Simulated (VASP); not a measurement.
Here is a VASP 6.6.1 calculation.

Contents of INCAR:

```
SYSTEM = CdTe
PREC     = Accurate       ! precision mode
ENCUT    = 520            ! plane-wave cutoff, eV
EDIFF    = 1E-7           ! SCF threshold, eV
ISMEAR   = -1             ! smearing method
SIGMA    = 0.05           ! smearing width, eV
LREAL    = .FALSE.        ! projectors in reciprocal space
LASPH    = .TRUE.         ! aspherical terms in the spheres
NELM     = 60             ! most SCF steps
ALGO     = Normal         ! electronic algorithm
ISIF     = 2              ! what is computed and relaxed
LWAVE    = .FALSE.        ! write WAVECAR
LCHARG   = .FALSE.        ! write CHGCAR
GGA      = PE             ! functional
NBANDS   = 16             ! bands
```

The input KPOINTS:

```
regular mesh
0
G
  7 7 7
  0 0 0
```

File POSCAR:

```
CdTe
1.0
    0.0000000000      3.2050000000      3.2050000000
    3.2050000000      0.0000000000      3.2050000000
    3.2050000000      3.2050000000      0.0000000000
Te Cd
1 1
Direct
    0.7500000000      0.7500000000      0.7500000000
    0.0000000000      0.0000000000      0.0000000000
```

Potentials or basis: VASP PAW PBE potentials, release 64 (Te, Cd).

Launch:

```bash
$ cat potpaw_PBE.64/Te/POTCAR potpaw_PBE.64/Cd/POTCAR > POTCAR
$ mpirun -np 1 vasp_std > vasp.out
```

(1) Predict the band gap on the k mesh.

(2) What does it give for the pressure?

Answers

(1) 0.87 eV, direct.

(2) 4.4 GPa.

Caveat: spin-orbit coupling is left out, which moves the levels of the heavy elements.

**Measured values to compare with.**

From a printed reference work, data compilation, for a bulk crystal of CdTe at 0 K: band gap 1.607 eV.

Against the measured gap of CdTe, 1.607 eV (0 K; a printed reference work, data compilation), the calculated 0.87 eV is off by -0.73 eV. Spin-orbit coupling on Cd, Te is left out. The value is that of PBE, without temperature or zero-point motion. Semilocal functionals fall short of measured gaps as a rule.
